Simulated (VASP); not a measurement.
# SnS (Pnma) in VASP: a series of runs

One crystal, SnS, is run at these levels: PBE; tasks: optical spectrum, G0W0 quasiparticle levels.

All numbers are computed with VASP 6.6.1; they aren't measurements. Logs are shortened: lines on timing, memory, paths and dates and some standing lists are left out, and cuts for length are marked.

**Measured values to compare with.**

From “Linear dichroism of the optical properties of SnS and SnSe van der Waals crystals”, 2024, arxiv:2409.17412, for a bulk crystal of SnS at 300 K: band gap 1.09 eV (indirect).

How close the calculation comes is told below.

## Step 1: Starting point

Symmetry: Pnma, No. 62, orthorhombic system. Conventional cell: a = 11.102 Å, b = 3.986 Å, c = 4.230 Å, α = 90.00°, β = 90.00°, γ = 90.00°. Around Sn (site symmetry m) lie 3 S at 2.63 to 2.68 Å. S (site symmetry m) is surrounded by 3 Sn at 2.63 to 2.68 Å.

## Step 2: Optical spectrum, PBE

Input file INCAR:

```
SYSTEM = SnS
ALGO     = Normal         ! electronic algorithm
CSHIFT   = 0.05         
EDIFF    = 1E-7           ! SCF threshold, eV
ENCUT    = 520            ! plane-wave cutoff, eV
GGA      = PE             ! functional
ISIF     = 2              ! what is computed and relaxed
ISMEAR   = 0              ! smearing method
KPAR     = 2            
LASPH    = .True.         ! aspherical terms in the spheres
LCHARG   = .False.        ! write CHGCAR
LOPTICS  = .True.         ! frequency-dependent dielectric function
LREAL    = .False.        ! projectors in reciprocal space
LWAVE    = .False.        ! write WAVECAR
NBANDS   = 88             ! bands
NEDOS    = 2000           ! points of the DOS
NELM     = 80             ! most SCF steps
PREC     = Accurate       ! precision mode
SIGMA    = 0.03           ! smearing width, eV
```

Input file KPOINTS:

```
k-points
0
Gamma
  4 8 6
  0 0 0
```

Input file POSCAR:

```
SnS                                     
1.0
   11.1022354472      0.0000000000      0.0000000000
    0.0000000000      3.9856078082     -0.0000000000
    0.0000000000      0.0000000000      4.2298583235
  Sn              S             
     4     4
Direct
     0.1185163126585520    0.2500000000000000    0.1099910988655009
     0.3814836873414479    0.7500000000000000    0.6099910988655010
     0.6185163126585520    0.2500000000000000    0.3900089011344991
     0.8814836873414480    0.7500000000000000    0.8900089011344990
     0.8532534970086473    0.2500000000000000    0.4743740982827416
     0.6467465029913527    0.7500000000000000    0.9743740982827416
     0.3532534970086472    0.2500000000000000    0.0256259017172584
     0.1467465029913527    0.7500000000000000    0.5256259017172584
```

Potentials or basis: VASP PAW PBE potentials, release 64 (Sn_d, S).

The run is started by

```
$ cat potpaw_PBE.64/Sn_d/POTCAR potpaw_PBE.64/S/POTCAR > POTCAR
$ mpirun -np 2 vasp_std > vasp.out
```

OUTCAR:

```text
SYSTEM = SnS
   EDIFF = 1E-7
   ENCUT = 520
   GGA = PE
   ISIF = 2
   ISMEAR = 0
   LASPH = .True.
   LREAL = .False.
   NELM = 80
   PREC = Accurate

 ion  position               nearest neighbor table
   1  0.119  0.250  0.110-   7 2.63   8 2.68   8 2.68   8 3.19   8 3.19   4 3.43   4 3.43
   2  0.381  0.750  0.610-   8 2.63   7 2.68   7 2.68   7 3.19   7 3.19   3 3.43   3 3.43
   3  0.619  0.250  0.390-   5 2.63   6 2.68   6 2.68   6 3.19   6 3.19   2 3.43   2 3.43
   4  0.881  0.750  0.890-   6 2.63   5 2.68   5 2.68   5 3.19   5 3.19   1 3.43   1 3.43
   5  0.853  0.250  0.474-   3 2.63   4 2.68   4 2.68   4 3.19   4 3.19
   6  0.647  0.750  0.974-   4 2.63   3 2.68   3 2.68   3 3.19   3 3.19
   7  0.353  0.250  0.026-   1 2.63   2 2.68   2 2.68   2 3.19   2 3.19
   8  0.147  0.750  0.526-   2 2.63   1 2.68   1 2.68   1 3.19   1 3.19

  LATTYP: Found a simple orthorhombic cell.
 ALAT       =     3.9856078082
 B/A-ratio  =     1.0612831285
 C/A-ratio  =     2.7855815177

  Lattice vectors:

 A1 = (   0.0000000000,   3.9856078082,   0.0000000000)
 A2 = (   0.0000000000,   0.0000000000,   4.2298583235)
 A3 = (  11.1022354472,   0.0000000000,   0.0000000000)

Analysis of symmetry for initial positions (statically):
=====================================================================
 Subroutine PRICEL returns:
 Original cell was already a primitive cell.

 Routine SETGRP: Setting up the symmetry group for a
 simple orthorhombic supercell.

 Subroutine GETGRP returns: Found  8 space group operations
 (whereof  2 operations were pure point group operations)
 out of a pool of  8 trial point group operations.

The static configuration has the point symmetry S_2 .
 The point group associated with its full space group is D_2h.

Analysis of symmetry for dynamics (positions and initial velocities):
=====================================================================
 Subroutine PRICEL returns:
 Original cell was already a primitive cell.

 Routine SETGRP: Setting up the symmetry group for a
 simple orthorhombic supercell.

 Subroutine GETGRP returns: Found  8 space group operations
 (whereof  2 operations were pure point group operations)
 out of a pool of  8 trial point group operations.

The dynamic configuration has the point symmetry S_2 .
 The point group associated with its full space group is D_2h.

 Subroutine INISYM returns: Found  8 space group operations
 (whereof  2 operations are pure point group operations),
 and found     1 'primitive' translations

----------------------------------------------------------------------------------------

                                     Primitive cell

  volume of cell :     187.1677

  direct lattice vectors                    reciprocal lattice vectors
    11.102235447  0.000000000  0.000000000     0.090071950  0.000000000  0.000000000
     0.000000000  3.985607808  0.000000000     0.000000000  0.250902760  0.000000000
     0.000000000  0.000000000  4.229858324     0.000000000  0.000000000  0.236414538

  length of vectors
    11.102235447  3.985607808  4.229858324     0.090071950  0.250902760  0.236414538

  position of ions in fractional coordinates (direct lattice)
     0.118516313  0.250000000  0.109991099
     0.381483687  0.750000000  0.609991099
     0.618516313  0.250000000  0.390008901
     0.881483687  0.750000000  0.890008901
     0.853253497  0.250000000  0.474374098
     0.646746503  0.750000000  0.974374098
     0.353253497  0.250000000  0.025625902
     0.146746503  0.750000000  0.525625902

  ion indices of the primitive-cell ions
   primitive index   ion index
                 1           1
                 2           2
                 3           3
                 4           4
                 5           5
                 6           6
                 7           7
                 8           8

[... 81 lines left out ...]
   PSTRESS=    0.0 pullay stress
   NELECT =      80.0000    total number of electrons
   NUPDOWN=      -1.0000    fix difference up-down
   EMIN   =  10.00;   EMAX   =-10.00  energy-range for DOS
   EFERMI =   0.00;   METHOD = LEGACY
   ISMEAR =     0;   SIGMA  =   0.03  broadening in eV -4-tet -1-fermi 0-gaus
   EFERMI_NEDOS =   21; number of points for ismear=-14 and -15
   IALGO  =     38    algorithm
   IMIX   =      4    mixing-type and parameters
     AMIX     =   0.40;   BMIX     =  1.00
     AMIX_MAG =   1.60;   BMIX_MAG =  1.00
  volume/ion in A,a.u.               =      23.40       157.88
  Fermi-wavevector in a.u.,A,eV,Ry     =   1.233184  2.330380 20.690962  1.520743
  Thomas-Fermi vector in A             =   2.367924
   LORBIT       =      0    0 simple, 1 ext, 2 COOP (PROOUT), +10 PAW based schemes
   GGA     = PE    functional components
   LHFCALC =     F    Hartree Fock is set to
   AEXX    =    0.0000 exact exchange contribution
   IVDW    =     0    specifies the selected vdW correction
   LEPSILON=     F    determine dielectric tensor
   LRPA    =     F    only Hartree local field effects (RPA)
 non-spin polarized calculation
 Gauss-broadening in eV      SIGMA  =   0.03
  energy-cutoff  :      520.00
  volume of cell :      187.17
 maximum number of plane-waves:      5084
 NGX is ok and might be reduce to    84
   NGX = 41   NGY = 15   NGZ = 15

 number of electron      80.0000029 magnetization

 Free energy of the ion-electron system (eV)
  ---------------------------------------------------
  ext. energy  EPLUGINS =         0.00000000
  ---------------------------------------------------
  free energy    TOTEN  =       -35.31618786 eV

  energy without entropy =      -35.31618786  energy(sigma->0) =      -35.31618786

 E-fermi :   6.7760     XC(G=0): -10.0231

 val. band max:        6.6415895482   @ k =   0.5000   0.0000   0.5000
 cond. band min:       7.4140963559   @ k =   0.0000   0.0000   0.0000
 fundamental gap:      0.7725068077
 Fermi energy:         6.7760416574

 k-point     1 :       0.0000    0.0000    0.0000
  band No.  band energies     occupation
      1     -14.7127      2.00000
      2     -14.6936      2.00000
      3     -14.6903      2.00000
      4     -14.6846      2.00000
      5     -14.6784      2.00000
      6     -14.6730      2.00000
[... 1309 lines left out ...]
     51      11.7710      0.00000
     52      11.7710      0.00000

 [... further k-points ...]

 [bands above 52 left out]

------------------------ aborting loop because EDIFF is reached ----------------------------------------

  FORCE on cell =-STRESS in cart. coord.  units (eV):
  Direction    XX          YY          ZZ          XY          YZ          ZX
  --------------------------------------------------------------------------------------
  -------------------------------------------------------------------------------------
  Total        3.7172361      3.7321713      3.7245107      0.0000000      0.0000000      0.0000000
  in kB       31.8199809     31.9478275     31.8822524      0.0000000      0.0000000      0.0000000
  external PRESSURE =      31.8833536 kB  Pullay stress =       0.0000000 kB

 VOLUME and BASIS-vectors are now :
 -----------------------------------------------------------------------------
  energy-cutoff  :      520.00
  volume of cell :      187.17
      direct lattice vectors                 reciprocal lattice vectors
    11.102235447  0.000000000  0.000000000     0.090071950  0.000000000  0.000000000
     0.000000000  3.985607808  0.000000000     0.000000000  0.250902760  0.000000000
     0.000000000  0.000000000  4.229858324     0.000000000  0.000000000  0.236414538

 POSITION                                       TOTAL-FORCE (eV/Angst)
 -----------------------------------------------------------------------------------
      1.31580      0.99640      0.46525        -0.057284      0.000000     -0.040423
      4.23532      2.98921      2.58018         0.057284     -0.000000     -0.040423
      6.86691      0.99640      1.64968        -0.057284      0.000000      0.040423
      9.78644      2.98921      3.76461         0.057284      0.000000      0.040423
      9.47302      0.99640      2.00654         0.033223      0.000000     -0.032345
      7.18033      2.98921      4.12146        -0.033223      0.000000     -0.032345
      3.92190      0.99640      0.10839         0.033223      0.000000      0.032345
      1.62921      2.98921      2.22332        -0.033223      0.000000      0.032345
 -----------------------------------------------------------------------------------
    total drift:                               -0.000000     -0.000000      0.000000

  FREE ENERGIE OF THE ION-ELECTRON SYSTEM (eV)
  ---------------------------------------------------
  free  energy   TOTEN  =       -35.3161878568 eV

  energy  without entropy=      -35.3161878568  energy(sigma->0) =      -35.31618786

 electrical conductivity sigma (Mega S m-1) (frequency dependency in vasprun.xml)
  --------------------------------------------------------------------------------------
       0.000       0.000       0.000
       0.000       0.000       0.000
       0.000       0.000       0.000

  frequency dependent IMAGINARY DIELECTRIC FUNCTION (independent particle, no local field effects) density-density
     E(ev)      X         Y         Z        XY        YZ        ZX
  --------------------------------------------------------------------------------------------------------------
     0.00000     0.00000     0.00000     0.00000     0.00000     0.00000     0.00000
     0.48790     0.17222     0.16111     0.16197     0.00000    -0.00000     0.00000
     0.97581     0.65873     0.58476     1.07310     0.00000    -0.00000     0.00000
     1.46371    14.75011     3.46597     9.89620     0.00000    -0.00000     0.00000
     1.95162    22.21708    29.25629     5.79525     0.00000     0.00000     0.00000
     2.43952    15.99611    34.38278    25.30976     0.00000    -0.00000     0.00000
[... 92 lines left out ...]
    47.81457     0.00040     0.00040     0.00040     0.00000    -0.00000     0.00000
    48.30247     0.00038     0.00038     0.00038     0.00000    -0.00000     0.00000

  frequency dependent      REAL DIELECTRIC FUNCTION (independent particle, no local field effects) density-density
     E(ev)        X           Y           Z          XY          YZ          ZX
  --------------------------------------------------------------------------------------------------------------
     0.00000    17.96722    18.64575    17.13475     0.00000    -0.00000     0.00000
     0.48790    18.74242    19.37820    17.84988     0.00000    -0.00000     0.00000
     0.97581    22.14764    22.46332    21.68748     0.00000    -0.00000     0.00000
     1.46371    29.19208    24.68960    16.46602     0.00000    -0.00000     0.00000
     1.95162     8.51699    27.19366    22.48650     0.00000    -0.00000     0.00000
     2.43952    10.58185    -4.97415     8.21667     0.00000     0.00000     0.00000
[... 92 lines left out ...]
    47.81457     0.84484     0.84665     0.84553     0.00000     0.00000     0.00000
    48.30247     0.84866     0.85043     0.84936     0.00000     0.00000     0.00000

  frequency dependent IMAGINARY DIELECTRIC FUNCTION (independent particle, no local field effects) current-current
     E(ev)      X         Y         Z        XY        YZ        ZX
  --------------------------------------------------------------------------------------------------------------
     0.00000    69.56624    72.34694    66.15245     0.00000    -0.00000     0.00000
     0.48790     3.80892     3.92807     3.61578     0.00000    -0.00000     0.00000
     0.97581     2.82755     2.78573     3.20066     0.00000    -0.00000     0.00000
     1.46371    16.71347     5.07368    10.90209     0.00000    -0.00000     0.00000
     1.95162    22.51318    30.55577     6.89317     0.00000    -0.00000     0.00000
     2.43952    16.39246    34.03460    25.52465     0.00000     0.00000     0.00000
[... 92 lines left out ...]
    47.81457     0.00008     0.00008     0.00008     0.00000    -0.00000     0.00000
    48.30247     0.00007     0.00007     0.00007     0.00000    -0.00000     0.00000

  frequency dependent      REAL DIELECTRIC FUNCTION (independent particle, no local field effects) current-current
     E(ev)        X           Y           Z          XY          YZ          ZX
  --------------------------------------------------------------------------------------------------------------
     0.00000    17.93868    18.61853    17.10879     0.00000    -0.00000     0.00000
     0.48790    18.70760    19.34557    17.81723     0.00000    -0.00000     0.00000
     0.97581    22.08454    22.40706    21.58708     0.00000    -0.00000     0.00000
     1.46371    28.15039    24.48557    15.76248     0.00000    -0.00000     0.00000
     1.95162     7.36799    25.58160    22.21061     0.00000    -0.00000     0.00000
     2.43952     9.93283    -6.42469     7.15940     0.00000     0.00000     0.00000
[... 92 lines left out ...]
    47.81457     0.84485     0.84666     0.84554     0.00000     0.00000     0.00000
    48.30247     0.84867     0.85044     0.84937     0.00000     0.00000     0.00000
```

Run time: 4.7 min. Hardware: 2 MPI ranks of Intel Xeon Platinum 8488C (Sapphire Rapids), shared host; peak memory 1.5 GiB.

What came out:

```yaml
Free_energy: -35.3162 eV
Pressure: 3.2 GPa
Largest_force: 0.070 eV/Å
Band_gap_on_the_k_mesh: 0.77 eV, indirect (least direct gap 1.14 eV)
```

Forces on the atoms (eV/Å):
```
Sn  -0.057  0.000 -0.040
Sn   0.057  0.000 -0.040
Sn  -0.057  0.000  0.040
Sn   0.057  0.000  0.040
S    0.033  0.000 -0.032
S   -0.033  0.000 -0.032
S    0.033  0.000  0.032
S   -0.033  0.000  0.032
```

Levels at points of the mesh, in eV from the valence-band top:
```
           k point  band 38  band 39  band 40  band 41  band 42  band 43
(0.00, 0.00, 0.00)    -1.31    -0.83    -0.69     0.77     3.05     3.09
(0.50, 0.00, 0.00)    -2.26    -0.72    -0.72     2.67     2.67     2.82
(0.00, 0.50, 0.00)    -1.04    -0.78    -0.78     1.16     1.16     1.74
(0.50, 0.50, 0.00)    -1.00    -1.00    -1.00     1.62     1.62     1.62
(0.00, 0.00, 0.50)    -0.94    -0.08    -0.08     1.46     1.46     1.89
(0.50, 0.00, 0.50)    -0.73     0.00     0.00     1.35     1.35     1.86
(0.00, 0.50, 0.50)    -2.57    -1.61    -1.61     2.77     2.77     3.02
(0.50, 0.50, 0.50)    -1.79    -1.79    -1.79     2.59     2.59     2.59
```

Dielectric function (mean over the directions given):
```
energy (eV)  real part  imaginary part
       0.29      18.17            0.09
       0.88      20.94            0.50
       1.56      23.67            9.60
       2.24      17.74           21.35
       2.93       6.92           14.60
       3.61       2.02           17.59
       4.29      -1.37           14.84
       4.98      -3.35           10.54
       5.66      -3.79            8.17
       6.34      -4.27            5.77
       7.03      -2.71            4.08
       7.71      -2.61            3.44
       8.39      -1.83            2.87
       9.07      -2.01            2.83
       9.76      -1.96            2.20
      10.34      -1.81            1.81
      11.03      -1.72            1.36
      11.71      -1.29            1.07
      12.39      -1.02            0.79
      13.08      -0.79            0.68
      13.76      -0.66            0.63
      14.44      -0.51            0.51
      15.12      -0.37            0.39
      15.81      -0.26            0.36
      16.49      -0.13            0.31
      17.17      -0.07            0.27
      17.86       0.03            0.25
      18.54       0.09            0.20
      19.22       0.15            0.17
      19.91       0.25            0.11
```

Caveat: spectra need much finer meshes, so this one isn't converged; independent-particle spectra lack excitons; spin-orbit coupling is left out, which moves the levels of the heavy elements.

[end of part 1 of 2]
